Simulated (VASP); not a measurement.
Wanted: the native input for a VASP 6.6.1 run.

```
Task                   : relaxation of cell and atoms
Functional             : AM05
Potentials or basis    : VASP PAW PBE potentials, release 64 (Mo_sv)
Cutoff                 : 600 eV
k mesh                 : 16 × 16 × 16
Occupations            : methfessel-paxton, width 0.1 eV
Spin                   : no spin polarisation
Further INCAR settings : ALGO = Normal; EDIFF = 1e-06; IBRION = 2; EDIFFG = -0.01; NSW = 90; ISIF = 3
```

The structure of Mo lies in POSCAR:

```
Mo
1.0
   -1.5734150000      1.5734150000      1.5734150000
    1.5734150000     -1.5734150000      1.5734150000
    1.5734150000      1.5734150000     -1.5734150000
Mo
1
Direct
    0.0000000000      0.0000000000      0.0000000000
```

These files were run (other wordings do the same):

INCAR

```
PREC = Accurate
ENCUT = 600
EDIFF = 1E-6
ISMEAR = 1
SIGMA = 0.1
LREAL = False
LASPH = True
NELM = 80
ALGO = Normal
ISIF = 3
LWAVE = False
LCHARG = False
GGA = AM
IBRION = 2
NSW = 90
EDIFFG = -0.01
```

KPOINTS

```
Automatic mesh
0
Gamma
  16 16 16
```

Potentials or basis: VASP PAW PBE potentials, release 64 (Mo_sv).

Command:

```sh
$ cat potpaw_PBE.64/Mo_sv/POTCAR > POTCAR
$ mpirun -np 1 vasp_std > vasp.out
```

Results of the run:

```yaml
Relaxed_volume: 15.27 Å³/atom
Relaxed_cell: a = 2.707 Å, b = 2.707 Å, c = 2.707 Å, α = 109.47°, β = 109.47°, γ = 109.47°
Space_group_after_relaxing_to_0.05_Å: Im-3m (No. 229)
Energy_gained_by_relaxing: 5.5 meV/atom
Ionic_steps: 4
Pressure_after_relaxing: 0.0 GPa
Band_gap_on_the_k_mesh: none (metal or under the smearing width)
```

Caveat: the PAW data sets were made with another functional, which shifts forces and pressure a little.

Wall time 61 s on 1 thread of Intel(R) Xeon(R) Platinum 8259CL CPU @ 2.50GHz (Skylake/Cascade Lake), on a shared host, peak memory 0.17 GiB.
